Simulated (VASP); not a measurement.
# Os: saddle point by the improved dimer method

Os, defect, 15 atoms in the cell. PBE, improved dimer method; PAW potentials Os (PBE set).

Path: a Os atom hops into a neighbouring Os vacancy; Length of the hop (Å): 2.675; Atoms free in the vibrations (from 0): 1, 3, 7, 9, 11.

## Input

INCAR.step1:
```
SYSTEM = Os
ALGO     = Normal         ! electronic algorithm
EDIFF    = 1E-7           ! SCF threshold, eV
EDIFFG   = -0.005         ! ionic threshold
ENCUT    = 250            ! plane-wave cutoff, eV
IBRION   = 2              ! ionic algorithm
ISIF     = 2              ! what is computed and relaxed
ISMEAR   = 1              ! smearing method
ISYM     = 0            
KPAR     = 8            
LASPH    = .True.         ! aspherical terms in the spheres
LCHARG   = .False.        ! write CHGCAR
LREAL    = .False.        ! projectors in reciprocal space
LWAVE    = .False.        ! write WAVECAR
NELM     = 100            ! most SCF steps
NSW      = 100            ! ionic steps
POTIM    = 0.5            ! step
PREC     = Accurate       ! precision mode
SIGMA    = 0.1            ! smearing width, eV
```

INCAR.step2, as INCAR.step1 but for:
```
- EDIFF = 1E-7
- EDIFFG = -0.005
+ EDIFF = 1E-6
+ EDIFFG = -0.02
```

INCAR.step3, as INCAR.step2 but for:
```
- IBRION = 2
- ISIF = 2
- NSW = 100
- POTIM = 0.5
+ IBRION = 44
+ NSW = 600
```

INCAR.step4, as INCAR.step3 but for:
```
- EDIFF = 1E-6
- EDIFFG = -0.02
- IBRION = 44
- NSW = 600
+ EDIFF = 1E-7
+ IBRION = 5
+ NFREE = 2
+ NSW = 1
+ POTIM = 0.015
```

KPOINTS:
```
k-points
0
Gamma
  4 4 2
```

POSCAR.step1:
```
Os
1.0
    5.4682000000      0.0000000000      0.0000000000
   -2.7341000000      4.7356001130      0.0000000000
    0.0000000000      0.0000000000      8.6394000000
Os
15
Direct
    0.3333333334      0.1666666666      0.8750000000
    0.3333333334      0.6666666666      0.3750000000
    0.3333333334      0.6666666666      0.8750000000
    0.8333333334      0.1666666666      0.3750000000
    0.8333333334      0.1666666666      0.8750000000
    0.8333333334      0.6666666666      0.3750000000
    0.8333333334      0.6666666666      0.8750000000
    0.1666666666      0.3333333334      0.1250000000
    0.1666666666      0.3333333334      0.6250000000
    0.1666666666      0.8333333333      0.1250000000
    0.1666666666      0.8333333333      0.6250000000
    0.6666666666      0.3333333334      0.1250000000
    0.6666666666      0.3333333334      0.6250000000
    0.6666666666      0.8333333333      0.1250000000
    0.6666666666      0.8333333333      0.6250000000
```

POSCAR.step2:
```
Os
1.0
    5.4682000000      0.0000000000      0.0000000000
   -2.7341000000      4.7356001130      0.0000000000
    0.0000000000      0.0000000000      8.6394000000
Os
15
Direct
    0.3333333334      0.1666666666      0.8750000000
    0.3333333334      0.6666666666      0.3750000000
    0.3333333334      0.6666666666      0.8750000000
    0.8333333334      0.1666666666      0.3750000000
    0.8333333334      0.1666666666      0.8750000000
    0.8333333334      0.6666666666      0.3750000000
    0.8333333334      0.6666666666      0.8750000000
    0.3333333334      0.1666666667      0.3750000000
    0.1666666666      0.3333333334      0.6250000000
    0.1666666666      0.8333333333      0.1250000000
    0.1666666666      0.8333333333      0.6250000000
    0.6666666666      0.3333333334      0.1250000000
    0.6666666666      0.3333333334      0.6250000000
    0.6666666666      0.8333333333      0.1250000000
    0.6666666666      0.8333333333      0.6250000000
```

POSCAR.step3:
```
Os                                      
1.0
    5.4682000000      0.0000000000      0.0000000000
   -2.7341000000      4.7356001130      0.0000000000
    0.0000000000      0.0000000000      8.6394000000
Os
15
Direct
    0.3271104245      0.1641651008      0.8692795535
    0.3210994954      0.6720354952      0.3665287726
    0.3134809852      0.6636567844      0.8666119311
    0.8386840073      0.1768211446      0.3662121099
    0.8329247897      0.1758207622      0.8661715870
    0.8289412395      0.6730757883      0.3657159577
    0.8326980472      0.6695834124      0.8671918934
    0.2512712706      0.2578359873      0.2404970079
    0.1643493618      0.3384052429      0.6195063508
    0.1633351315      0.8362430913      0.1186182978
    0.1637003337      0.8453019898      0.6167659913
    0.6650435323      0.3355515005      0.1178485456
    0.6452779827      0.3367537790      0.6125021308
    0.6540236165      0.8412311475      0.1187160657
    0.6553731410      0.8361368949      0.6162299999

   -0.0560518273      0.0323613733     -0.0436441306
   -0.0292407135      0.0037564849     -0.0731577341
   -0.0248006492      0.0063206516     -0.0436436519
   -0.0178737889      0.0234447963     -0.0731586294
   -0.0178742698      0.0183175020     -0.0436427587
   -0.0446852281      0.0257994441     -0.0635051420
   -0.0491256351      0.0283629994     -0.0532910163
    0.4791036624     -0.2766106158      0.7881029083
   -0.0562528480      0.0324780460     -0.0436664890
   -0.0292796366      0.0035022192     -0.0731247651
   -0.0248034002      0.0060865558     -0.0436725371
   -0.0176734373      0.0236064705     -0.0731248121
   -0.0176730719      0.0184374410     -0.0436726780
   -0.0446464068      0.0257758865     -0.0637097979
   -0.0491227497      0.0283607454     -0.0530887661
```

POSCAR.step4:
```
Os
1.0
    5.4682000000      0.0000000000      0.0000000000
   -2.7341000000      4.7356001130      0.0000000000
    0.0000000000      0.0000000000      8.6394000000
Os
15
Selective dynamics
Direct
    0.3224727175      0.1763770418      0.8766877228  F F F
    0.3180283717      0.7147109834      0.3755482067  T T T
    0.3210832050      0.6610981643      0.8623171757  F F F
    0.8081805351      0.1767180029      0.3722924802  T T T
    0.8320228454      0.1667025022      0.8584788079  F F F
    0.8126820871      0.6641958434      0.3640153371  F F F
    0.8226165402      0.6650408822      0.8677072562  F F F
    0.2724357321      0.2835457423      0.2418724192  T T T
    0.1654477920      0.3333835915      0.6069841955  F F F
    0.1655705663      0.8192284613      0.1115128364  T T T
    0.1557202024      0.8429710781      0.6253632374  F F F
    0.7036188855      0.3291497894      0.1082646257  T T T
    0.6501485451      0.3320741558      0.6214274939  F F F
    0.6532086980      0.8238189934      0.1197815815  F F F
    0.6540766355      0.8336028891      0.6161428188  F F F
```

POSCAR.step5:
```
Os
1.0
    5.4682000000      0.0000000000      0.0000000000
   -2.7341000000      4.7356001130      0.0000000000
    0.0000000000      0.0000000000      8.6394000000
Os
15
Selective dynamics
Direct
    0.3333333529      0.1666666513      0.8750003303  F F F
    0.3286906378      0.6643453441      0.3750000308  T T T
    0.3260212359      0.6630106392      0.8749999696  F F F
    0.8356546355      0.1713093278      0.3750000353  T T T
    0.8369893719      0.1739787680      0.8749999778  F F F
    0.8356546377      0.6643453709      0.3750000408  F F F
    0.8369894147      0.6630106068      0.8749999724  F F F
    0.1724651610      0.3275348299      0.1292029108  T T T
    0.1724652250      0.3275347739      0.6207969168  F F F
    0.1724651290      0.8449302983      0.1292029187  T T T
    0.1724652174      0.8449304436      0.6207969138  F F F
    0.6550697064      0.3275348745      0.1292029194  T T T
    0.6550695671      0.3275347866      0.6207969052  F F F
    0.6666666924      0.8333333072      0.1265159522  F F F
    0.6666666818      0.8333333109      0.6234842062  F F F
```

Commands (each step's output is kept before the next begins):
```
cat potpaw_PBE.64/Os/POTCAR > POTCAR
cp INCAR.step1 INCAR
cp POSCAR.step1 POSCAR
mpirun -np 8 vasp_std > vasp.out
cp INCAR.step2 INCAR
cp POSCAR.step2 POSCAR
mpirun -np 8 vasp_std > vasp.out
# the block under the positions in POSCAR is the starting axis: the straight line between the two relaxed ends
cp INCAR.step3 INCAR
cp POSCAR.step3 POSCAR
mpirun -np 8 vasp_std > vasp.out
# POSCAR: the saddle point
cp INCAR.step4 INCAR
cp POSCAR.step4 POSCAR
mpirun -np 8 vasp_std > vasp.out
# POSCAR: the relaxed minimum
cp POSCAR.step5 POSCAR
mpirun -np 8 vasp_std > vasp.out
```

## Result

- Barrier (eV): 2.612
- Barrier with zero-point energies (eV): 2.614
- Imaginary frequency (cm⁻¹): 116
- Imaginary modes at the saddle: 1
- Attempt frequency (THz): 1.3
- Force evaluations of the dimer: 59
- Largest force left (eV/Å): 0.0170
- Ionic steps, all stages: 144
- Electronic steps, all stages: 1295

Vibrations (cm⁻¹; a negative value is imaginary):

| Mode | Minimum | Saddle |
|---|---|---|
| 1 | 200 | 208 |
| 2 | 173 | 192 |
| 3 | 170 | 182 |
| 4 | 157 | 175 |
| 5 | 152 | 174 |
| 6 | 148 | 164 |
| 7 | 137 | 139 |
| 8 | 131 | 138 |
| 9 | 123 | 129 |
| 10 | 123 | 129 |
| 11 | 113 | 120 |
| 12 | 103 | 116 |
| 13 | 96 | 79 |
| 14 | 81 | 63 |
| 15 | 70 | -116 |

Harmonic rate, classical:

| Temperature (K) | Jumps per second |
|---|---|
| 300 | 1.7e-32 |
| 600 | 1.5e-10 |
| 900 | 0.0031 |

The cell is Os (16 atoms) with one Os atom missing.

Limits: the cell holds 15 atoms, so the vacancy or interstitial meets its own images and the barrier isn't that of a lone defect; the attempt frequency counts the hopping atom and the four atoms nearest to it, while all others are held.

VASP 6.6.1 took 1715 s on 8 cores (AMD EPYC 9R45 (Zen 5)), a shared host.
